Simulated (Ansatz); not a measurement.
Os:

```xyz
2
Lattice="2.7341 0.0000 0.0000 -1.3671 2.3678 0.0000 0.0000 0.0000 4.3197" Properties=species:S:1:pos:R:3 pbc="T T T"
Os    1.3671    0.7893    3.2398
Os    0.0000    1.5785    1.0799
```

| Quantity | Value |
| --- | --- |
| Program | Ansatz 0.2.0 |
| Task | single point |
| Functional | PBE |
| Potentials or basis | Ansatz PAW |
| Cutoff | 420 eV (not typed: the program's choice for these potentials) |
| k mesh | 11 × 11 × 6 |
| Occupations | fermi-dirac, width 0.05 eV |
| Spin | no spin polarisation |

On this cell: pressure 8.8 GPa; largest force under 0.003 eV/Å; band gap on the k mesh none (metal or under the smearing width).

The same run follows on a disturbed copy (atoms moved at random, drawn with an rms of 0.05 Å):

```xyz
2
Lattice="2.7341 0.0000 0.0000 -1.3671 2.3678 0.0000 0.0000 0.0000 4.3197" Properties=species:S:1:pos:R:3 pbc="T T T"
Os    1.3643    0.7571    3.2794
Os   -0.0107    1.5745    1.0628
```

Task: What does the disturbed cell give?

Result: The energy (extrapolated to zero smearing) moves by +16.5 meV/atom; pressure 9.7 GPa; largest force 1.053 eV/Å; band gap on the k mesh none (metal or under the smearing width).

Forces on the atoms (eV/Å):
```
Os  -0.068  0.236 -1.025
Os   0.068 -0.236  1.025
```

Stress tensor (GPa, compression positive):
```
 8.34  0.19  0.08
 0.19  9.70 -0.28
 0.08 -0.28 10.93
```
